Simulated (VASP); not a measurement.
# SnSe: single point with RPBE

The system is SnSe.

```xyz
2
Lattice="0.0000 3.0100 3.0100 3.0100 0.0000 3.0100 3.0100 3.0100 0.0000" Properties=species:S:1:pos:R:3 pbc="T T T"
Sn    0.0000    0.0000    0.0000
Se    3.0100    3.0100    3.0100
```

Measurements of this composition are mostly on another form, of space group No. 62.

* Program: VASP 6.6.1
* Task: single point
* Functional: RPBE
* Potentials or basis: VASP PAW PBE potentials, release 64 (Sn_d_GW, Se_GW)
* Cutoff: 550 eV
* k mesh: 8 × 8 × 8
* Occupations: gaussian, width 0.05 eV
* Spin: no spin polarisation
* Further INCAR settings: ALGO = Normal; EDIFF = 1.00e-07

```
Pressure               : 2.5 GPa
Band gap on the k mesh : 0.54 eV, direct
```

Levels at points of the mesh, in eV from the valence-band top:
| k point | band 6 | band 7 | band 8 | band 9 | band 10 | band 11 | band 12 | band 13 | band 14 |
| --- | --- | --- | --- | --- | --- | --- | --- | --- | --- |
| (0.00, 0.00, 0.00) | -13.91 | -5.06 | -2.26 | -2.26 | -2.26 | 4.30 | 4.30 | 4.30 | 5.82 |
| (0.50, 0.00, 0.00) | -12.98 | -8.08 | -2.02 | -2.02 | 0.00 | 0.54 | 1.22 | 1.22 | 8.28 |
| (0.50, 0.50, 0.00) | -12.70 | -6.02 | -5.51 | -3.70 | -3.70 | 3.03 | 5.33 | 5.33 | 5.96 |

Wall time 42 s on 1 thread of Intel(R) Xeon(R) Platinum 8375C CPU @ 2.90GHz (Ice Lake) (shared host), peak memory 0.23 GiB.

Caveat: the PAW data sets were made with another functional, which shifts forces and pressure a little; spin-orbit coupling is left out, which moves the levels of the heavy elements. A k mesh can miss the band edges.
